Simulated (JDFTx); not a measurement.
# Li (Im-3m) in JDFTx: convergence with cutoff

Aim: find how far cutoff must go before the results for Li settle, at PBEsol. This setting moves, with any that are tied to it; all else stays.

All numbers are computed with JDFTx 1.7.0 (patched build); they aren't measurements. Logs are shortened: lines on timing, memory, paths and dates and some standing lists are left out, and cuts for length are marked. The log counts tension as positive stress, the text compression.

### 1 The crystal as given

Symmetry: Im-3m, No. 229, cubic system. Conventional cell: a = 3.509 Å, b = 3.509 Å, c = 3.509 Å, α = 90.00°, β = 90.00°, γ = 90.00°. Li (site symmetry m-3m) has 8 Li at 3.04 Å as nearest neighbours.

### 2 With cutoff 408.171 eV

File Li.in:

```
lattice \
   -3.3158079446     3.3158079446     3.3158079446 \
    3.3158079446    -3.3158079446     3.3158079446 \
    3.3158079446     3.3158079446    -3.3158079446
coords-type Cartesian
ion Li     0.0000000000     0.0000000000     0.0000000000 1

ion-species pseudo/Li.upf
elec-cutoff 15
elec-ex-corr gga-PBEsol
kpoint-folding 11 11 11
elec-smearing Fermi 0.0018374661
elec-n-bands 6
electronic-SCF nIterations 100 energyDiffThreshold 1e-09
electronic-minimize nIterations 30 energyDiffThreshold 1e-7
converge-empty-states yes
forces-output-coords Cartesian

dump-name run.$VAR
dump End Ecomponents EigStats BandEigs Kpoints Forces Stress
```

Potentials or basis: PseudoDojo-SR-PBEsol-0.4.1-standard.

The run is started by

```
jdftx -c 1 -i Li.in -o Li.out
```

It took 3.8 s on 1 thread of Arm Neoverse V2, shared host; peak memory 0.04 GiB.

Results:

```yaml
Free_energy: -190.8298 eV
Pressure: -78.0 GPa
Band_gap_on_the_k_mesh: none (metal or under the smearing width)
```

### 3 With cutoff 489.805 eV

Li.in: that of step 2 with these lines changed.

```diff
@@ -8,3 +8,3 @@
 ion-species pseudo/Li.upf
-elec-cutoff 15
+elec-cutoff 18
 elec-ex-corr gga-PBEsol
```

Potentials or basis: PseudoDojo-SR-PBEsol-0.4.1-standard.

The run is started by

```
jdftx -c 1 -i Li.in -o Li.out
```

Wall time 3.8 s (1 thread of Arm Neoverse V2, shared host); peak memory 0.04 GiB.

What came out:

| Quantity | Value |
| --- | --- |
| Free energy | -193.0488 eV |
| Pressure | -44.2 GPa |
| Band gap on the k mesh | none (metal or under the smearing width) |

### 4 With cutoff 598.65 eV

Li.in: that of step 3 with these lines changed.

```diff
@@ -8,3 +8,3 @@
 ion-species pseudo/Li.upf
-elec-cutoff 18
+elec-cutoff 22
 elec-ex-corr gga-PBEsol
```

The run is started by

```
jdftx -c 1 -i Li.in -o Li.out
```

Run time: 6.2 s. Hardware: 1 thread of Arm Neoverse V2, shared host; peak memory 0.04 GiB.

What came out:

```
Free energy            : -194.2282 eV
Pressure               : -17.7 GPa
Band gap on the k mesh : none (metal or under the smearing width)
```

### 5 With cutoff 707.496 eV

Li.in: that of step 4 with these lines changed.

```diff
@@ -8,3 +8,3 @@
 ion-species pseudo/Li.upf
-elec-cutoff 22
+elec-cutoff 26
 elec-ex-corr gga-PBEsol
```

The run is started by

```
jdftx -c 1 -i Li.in -o Li.out
```

It took 6.3 s on 1 thread of Arm Neoverse V2, shared host; peak memory 0.04 GiB.

Results:

```yaml
Free_energy: -194.5798 eV
Pressure: -6.0 GPa
Band_gap_on_the_k_mesh: none (metal or under the smearing width)
```

### 6 With cutoff 816.342 eV

Li.in: that of step 5 with these lines changed.

```diff
@@ -8,3 +8,3 @@
 ion-species pseudo/Li.upf
-elec-cutoff 26
+elec-cutoff 30
 elec-ex-corr gga-PBEsol
```

Potentials or basis: PseudoDojo-SR-PBEsol-0.4.1-standard.

The run is started by

```
jdftx -c 1 -i Li.in -o Li.out
```

It took 6.6 s on 1 thread of Arm Neoverse V2, shared host; peak memory 0.04 GiB.

Results:

| Item | Value |
| --- | --- |
| Free energy | -194.6635 eV |
| Pressure | -2.0 GPa |
| Band gap on the k mesh | none (metal or under the smearing width) |

### 7 With cutoff 897.976 eV

Li.in: that of step 6 with these lines changed.

```diff
@@ -8,3 +8,3 @@
 ion-species pseudo/Li.upf
-elec-cutoff 30
+elec-cutoff 33
 elec-ex-corr gga-PBEsol
```

The run is started by

```
jdftx -c 1 -i Li.in -o Li.out
```

Wall time 6.8 s (1 thread of Arm Neoverse V2, shared host); peak memory 0.05 GiB.

Results (log left out):

```
Free energy            : -194.6768 eV
Pressure               : -1.1 GPa
Band gap on the k mesh : none (metal or under the smearing width)
```

### 8 With cutoff 1006.82 eV

Li.in: that of step 7 with these lines changed.

```diff
@@ -8,3 +8,3 @@
 ion-species pseudo/Li.upf
-elec-cutoff 33
+elec-cutoff 37
 elec-ex-corr gga-PBEsol
```

The run is started by

```
jdftx -c 1 -i Li.in -o Li.out
```

Run time: 7.7 s. Hardware: 1 thread of Arm Neoverse V2, shared host; peak memory 0.05 GiB.

It converged, with:

| Item | Value |
| --- | --- |
| Free energy | -194.6795 eV |
| Pressure | -0.8 GPa |
| Band gap on the k mesh | none (metal or under the smearing width) |

### 9 With cutoff 1170.09 eV

Li.in: that of step 8 with these lines changed.

```diff
@@ -8,3 +8,3 @@
 ion-species pseudo/Li.upf
-elec-cutoff 37
+elec-cutoff 43
 elec-ex-corr gga-PBEsol
```

Potentials or basis: PseudoDojo-SR-PBEsol-0.4.1-standard.

The run is started by

```
jdftx -c 1 -i Li.in -o Li.out
```

Run time: 13 s. Hardware: 1 thread of Arm Neoverse V2, shared host; peak memory 0.06 GiB.

It converged, with:

| Quantity | Value |
| --- | --- |
| Free energy | -194.6797 eV |
| Pressure | -0.8 GPa |
| Band gap on the k mesh | none (metal or under the smearing width) |

### 10 With cutoff 1360.57 eV

Li.in: that of step 9 with these lines changed.

```diff
@@ -8,3 +8,3 @@
 ion-species pseudo/Li.upf
-elec-cutoff 43
+elec-cutoff 50
 elec-ex-corr gga-PBEsol
```

Potentials or basis: PseudoDojo-SR-PBEsol-0.4.1-standard.

The run is started by

```
jdftx -c 1 -i Li.in -o Li.out
```

Output:

```text
*************** JDFTx 1.7.0 (patched build) ***************

[... 9 lines left out ...]
---------- Initializing the Grid ----------
R =
[     -3.31581      3.31581      3.31581  ]
[      3.31581     -3.31581      3.31581  ]
[      3.31581      3.31581     -3.31581  ]
unit cell volume = 145.824
G =
[ -2.22134e-17   0.947459   0.947459  ]
[   0.947459 -2.22134e-17   0.947459  ]
[   0.947459   0.947459 -2.22134e-17  ]
Minimum fftbox size, Smin = [  40  40  40  ]
Chosen fftbox size, S = [  40  40  40  ]

---------- Exchange Correlation functional ----------
Initalized PBEsol GGA exchange.
Initalized PBEsol GGA correlation.

---------- Setting up pseudopotentials ----------
Width of ionic core gaussian charges (only for fluid interactions / plotting) set to 0

Reading pseudopotential file 'pseudo/Li.upf':
  'Li' pseudopotential, 'PBESOL' functional
  Generated using ONCVPSP code by D. R. Hamann
  3 valence electrons, 2 orbitals, 4 projectors, 1001 radial grid points, with lMax = 1
    1S    l: 0   occupation:  2.0   eigenvalue: -1.887917
    2S    l: 0   occupation:  1.0   eigenvalue: -0.103704
  Core radius for overlap checks: 1.34 bohrs.

Initialized 1 species with 1 total atoms.

Folded 1 k-points by 11x11x11 to 1331 k-points.

---------- Setting up k-points, bands, fillings ----------
Reduced to 56 k-points under symmetry.
Computing the number of bands and number of electrons
Calculating initial fillings.
nElectrons:   3.000000   nBands: 6   nStates: 56

----- Setting up reduced wavefunction bases (one per k-point) -----
average nbasis = 2462.940 , ideal nbasis = 2462.505

---------- Setting up ewald sum ----------
Optimum gaussian width for ewald sums = 2.070319 bohr.
Real space sum over 2197 unit cells with max indices [  6  6  6  ]
Reciprocal space sum over 2197 terms with max indices [  6  6  6  ]

---------- Allocating electronic variables ----------
Initializing wave functions:  linear combination of atomic orbitals
Note: number of bands (6) exceeds available atomic orbitals (2)
Li pseudo-atom occupations:   s ( 2 1 )
	FillingsUpdate:  mu: +0.061062052  nElectrons: 3.000000
LCAOMinimize: Iter:   0  F: -7.1389581919200191  |grad|_K:  8.397e-05  alpha:  1.000e+00
	FillingsUpdate:  mu: +0.061082369  nElectrons: 3.000000
LCAOMinimize: Iter:   1  F: -7.1389647923541606  |grad|_K:  9.089e-07  alpha:  9.296e-01  linmin: -3.575e-02  cgtest:  4.763e-01
LCAOMinimize: Encountered beta<0, resetting CG.
	FillingsUpdate:  mu: +0.061082477  nElectrons: 3.000000
LCAOMinimize: Iter:   2  F: -7.1389647931853704  |grad|_K:  2.310e-08  alpha:  9.981e-01  linmin: -9.744e-04  cgtest:  1.151e-02
	FillingsUpdate:  mu: +0.061082471  nElectrons: 3.000000
LCAOMinimize: Iter:   3  F: -7.1389647931858535  |grad|_K:  2.413e-09  alpha:  1.040e+00  linmin:  1.892e-01  cgtest: -9.924e-01
LCAOMinimize: Converged (|Delta F|<1.000000e-06 for 2 iters).

-------- Electronic minimization -----------
Will mix electronic density at each iteration.
	FillingsUpdate:  mu: +0.061082471  nElectrons: 3.000000
	FillingsUpdate:  mu: +0.028089069  nElectrons: 3.000000
SCF: Cycle:  0   F: -7.154310223198754   dF: -1.535e-02   |Residual|: 5.421e-03   |deigs|: 1.728e-01
	FillingsUpdate:  mu: +0.028142070  nElectrons: 3.000000
SCF: Cycle:  1   F: -7.154348919808957   dF: -3.870e-05   |Residual|: 3.492e-03   |deigs|: 4.822e-03
	FillingsUpdate:  mu: +0.028420914  nElectrons: 3.000000
SCF: Cycle:  2   F: -7.154349656914585   dF: -7.371e-07   |Residual|: 2.060e-04   |deigs|: 1.655e-03
	FillingsUpdate:  mu: +0.028406077  nElectrons: 3.000000
SCF: Cycle:  3   F: -7.154349685227031   dF: -2.831e-08   |Residual|: 4.256e-05   |deigs|: 2.870e-04
	FillingsUpdate:  mu: +0.028407305  nElectrons: 3.000000
SCF: Cycle:  4   F: -7.154349688449903   dF: -3.223e-09   |Residual|: 2.375e-05   |deigs|: 2.143e-04
	FillingsUpdate:  mu: +0.028405567  nElectrons: 3.000000
SCF: Cycle:  5   F: -7.154349688764635   dF: -3.147e-10   |Residual|: 3.979e-06   |deigs|: 9.988e-05
	FillingsUpdate:  mu: +0.028405082  nElectrons: 3.000000
SCF: Cycle:  6   F: -7.154349688790415   dF: -2.578e-11   |Residual|: 1.429e-06   |deigs|: 6.669e-05
SCF: Converged (|Delta E|<1.000000e-09 for 2 iters).

Setting wave functions to eigenvectors of Hamiltonian
Converging empty states (this may take a while): |deigs|: 5.658e-04

# Stress tensor in Cartesian coordinates [Eh/a0^3]:
[  2.74191e-05            0            0  ]
[            0  2.74191e-05            0  ]
[            0            0  2.74191e-05  ]

# Ionic positions in cartesian coordinates:
ion Li   0.000000000000000   0.000000000000000   0.000000000000000 1

# Forces in Cartesian coordinates:
force Li   0.000000000000000  -0.000000000000000  -0.000000000000000 1

# Energy components:
   Eewald =       -2.4694660843458984
       EH =        1.8109545413270527
     Eloc =       -5.5339540957039706
      Enl =       -4.5281467780408429
      Exc =       -1.6158246079169718
       KE =        5.1822233800371240
-------------------------------------
     Etot =       -7.1542136446435070
       TS =        0.0001360441469078
-------------------------------------
        F =       -7.1543496887904148

IonicMinimize: Iter:   0  F: -7.154349688790415  |grad|_K:  0.000e+00
IonicMinimize: Converged (|grad|_K<1.000000e-04).

#--- Lowdin population analysis ---
# oxidation-state Li +0.082

Dumping 'run.eigStats' ...
	eMin: -1.665078 at state 0 ( [ +0.000000 +0.000000 +0.000000 ] spin 0 )
	HOMO: +0.026910 at state 31 ( [ +0.090909 +0.454545 -0.363636 ] spin 0 )
	mu  : +0.028405
	LUMO: +0.028516 at state 5 ( [ +0.000000 +0.000000 +0.454545 ] spin 0 )
	eMax: +0.821397 at state 39 ( [ +0.181818 +0.272727 +0.272727 ] spin 0 )
	HOMO-LUMO gap: +0.001605
	Optical gap  : +0.161578 at state 31 ( [ +0.090909 +0.454545 -0.363636 ] spin 0 )
Done!
```

Run time: 18 s. Hardware: 1 thread of Arm Neoverse V2, shared host; peak memory 0.06 GiB.

What came out:

| Item | Value |
| --- | --- |
| Free energy | -194.6798 eV |
| Pressure | -0.8 GPa |
| Band gap on the k mesh | none (metal or under the smearing width) |

### 11 The series at a glance

| cutoff | energy less the tightest run, at zero smearing (meV/atom) | pressure (GPa) | SCF cycles | CPU time (s) | peak memory (GiB) |
| --- | --- | --- | --- | --- | --- |
| 408.171 eV | 3850.10 | -78.00 | 7 | 3.8 | 0.04 |
| 489.805 eV | 1630.99 | -44.24 | 7 | 3.8 | 0.04 |
| 598.65 eV | 451.58 | -17.75 | 7 | 6.2 | 0.04 |
| 707.496 eV | 100.02 | -6.04 | 7 | 6.3 | 0.04 |
| 816.342 eV | 16.29 | -2.01 | 7 | 6.6 | 0.04 |
| 897.976 eV | 3.01 | -1.10 | 7 | 6.8 | 0.05 |
| 1006.82 eV | 0.25 | -0.83 | 8 | 7.7 | 0.05 |
| 1170.09 eV | 0.10 | -0.81 | 7 | 13 | 0.06 |
| 1360.57 eV | 0.00 | -0.81 | 7 | 18 | 0.06 |

Against the tightest run, the energy stays within 1 meV/atom from 1006.82 eV on; the pressure stays within 0.1 GPa from 1006.82 eV on. The tightest run that finished is the yardstick and may itself not be fully converged.
